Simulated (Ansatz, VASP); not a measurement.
# One calculation of TePb, two programs

```
Te Pb
1.0
     0.00000    3.35539    3.35539
     3.35539    0.00000    3.35539
     3.35539    3.35539    0.00000
Te Pb
1 1
Direct
  0.50000 0.50000 0.50000
  0.00000 0.00000 0.00000
```

Alike in both runs: task single point; functional PBEsol; k mesh 6 × 6 × 6; no spin polarisation.

|  | VASP | Ansatz |
| --- | --- | --- |
| version | VASP 6.6.1 | Ansatz 0.2.0 |
| potentials or method | VASP PAW PBE potentials, release 64 (Te, Pb_d) | plane waves, PAW |
| plane-wave cutoff (eV) | 520 | 550 |
| occupations | gaussian, width 0.01 eV | fixed |
| valence electrons in the cell | 20 | 30 |

|  | VASP | Ansatz | Ansatz less VASP |
| --- | --- | --- | --- |
| pressure (GPa) | -4.2 | -4.2 | +0.02 |

The two sets of potentials don't hold the same shells in valence.

Caveats: the PAW data sets were made with another functional, which shifts forces and pressure a little (VASP). A k mesh can miss the band edges.
